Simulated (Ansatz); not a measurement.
## From the elastic tensor of NbH2 at 10 GPa (stress–strain coefficients) to moduli and sound speeds

Theory: DFT PBEsol, scalar-relativistic, plane waves, PAW in Ansatz 0.2.0. Cutoff 420 eV, 16×16×16 k-points (Γ-centred), Fermi-Dirac smearing of 0.15 eV. No spin polarisation.

Symmetry: Fm-3m, No. 225, cubic system. The conventional cell has a = 4.449 Å, b = 4.449 Å, c = 4.449 Å, α = 90.00°, β = 90.00°, γ = 90.00°. Nb (site symmetry m-3m) has 8 H at 1.93 Å as nearest neighbours. Around H (site symmetry -43m) lie 4 Nb at 1.93 Å.

In a metal, frequencies and elastic constants depend on the k mesh and the smearing, soft modes and shear constants most. Other phases may be more stable at this pressure.

Relaxed-ion constants (GPa, on the Cartesian axes of the calculation):
```
323.6 183.5 183.5   0.0   0.0   0.0
183.5 323.6 183.5   0.0   0.0   0.0
183.5 183.5 323.6   0.0   0.0   0.0
  0.0   0.0   0.0  92.8   0.0   0.0
  0.0   0.0   0.0   0.0  92.8   0.0
  0.0   0.0   0.0   0.0   0.0  92.8
```

Density 7.158 g/cm³; 3 atoms in 22.02 Å³.

The values that follow are for a polycrystal of randomly turned grains, by Hill's mean where one number stands.

* Bulk modulus, Voigt / Reuss / Hill: 230.2 / 230.2 / 230.2 GPa
* Shear modulus, Voigt / Reuss / Hill: 83.7 / 82.1 / 82.9 GPa
* Young's modulus: 222 GPa
* Poisson ratio: 0.339
* Pugh ratio B/G: 2.78
* Universal anisotropy index: 0.10
* Longitudinal and transverse sound speeds: 6899 and 3403 m/s
* Debye temperature from the mean sound speed: 585 K

Cost: 1 run of about 1.2 core-minutes, on Arm Neoverse V1 (shared hosts).